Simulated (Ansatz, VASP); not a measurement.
## Pb in VASP and in Ansatz

The input INCAR:

```
SYSTEM = Pb
  PREC = Accurate
  ENCUT = 520
  EDIFF = 1E-6
  ISMEAR = 0
  SIGMA = 0.05
  LREAL = .False.
  LASPH = .True.
  NELM = 60
  ALGO = Normal
  ISIF = 2
  LWAVE = .False.
  LCHARG = .False.
  GGA = PE
  NBANDS = 21
```

The input KPOINTS:

```
Automatic mesh
0
Gamma
  12 12 6
  0 0 0
```

The input POSCAR:

```
Pb
1.0
    3.4800000000      0.0000000000      0.0000000000
   -1.7400000000      3.0137684052      0.0000000000
    0.0000000000      0.0000000000      5.5900000000
Pb
2
Direct
    0.3333333333      0.6666666667      0.2500000000
    0.6666666667      0.3333333333      0.7500000000
```

Input for Ansatz:

```yaml
crystal:
  lattice:
    - [3.48, 0.0, 0.0]
    - [-1.74, 3.0137684052, 0.0]
    - [0.0, 0.0, 5.59]
  atoms:
    - { symbol: Pb, position: [0.3333333333, 0.6666666667, 0.25] }
    - { symbol: Pb, position: [0.6666666667, 0.3333333333, 0.75] }
basis:
  ecutwfc: 420
  fft_grid_basis: typed
kpoints:
  mp_grid: { grid: [12, 12, 6] }
hamiltonian:
  xc: pbe
scf:
  occupations: { method: gaussian, width: 0.05 }
output:
  forces: true
  stress: true
  eigenvalues: true
  bader: true
  write_density: true
  volumetric_format: npy
  elf: true
```

This isn't the form of Pb at room conditions, which is fcc.

Alike in both runs: task single point; functional PBE; k mesh 12 × 12 × 6; occupations gaussian, width 0.05 eV; no spin polarisation.

|  | VASP | Ansatz |
| --- | --- | --- |
| version | VASP 6.6.1 | Ansatz 0.2.0 |
| potentials or method | VASP PAW PBE potentials, release 64 (Pb_d) | scalar-relativistic, plane waves, PAW |
| plane-wave cutoff (eV) | 520 | 420 |
| valence electrons in the cell | 28 | 28 |

```tsv
	VASP	Ansatz	Ansatz less VASP
gap on the k mesh at the Fermi level (eV)	none	none	-
pressure (GPa)	3.8	3.9	+0.07
largest component of the traceless stress (GPa)	1.42	1.40	-0.013
```

A gap of «none» marks a metal or a gap that the smearing closes.

Spin-orbit coupling is left out, which matters for the levels of Pb.
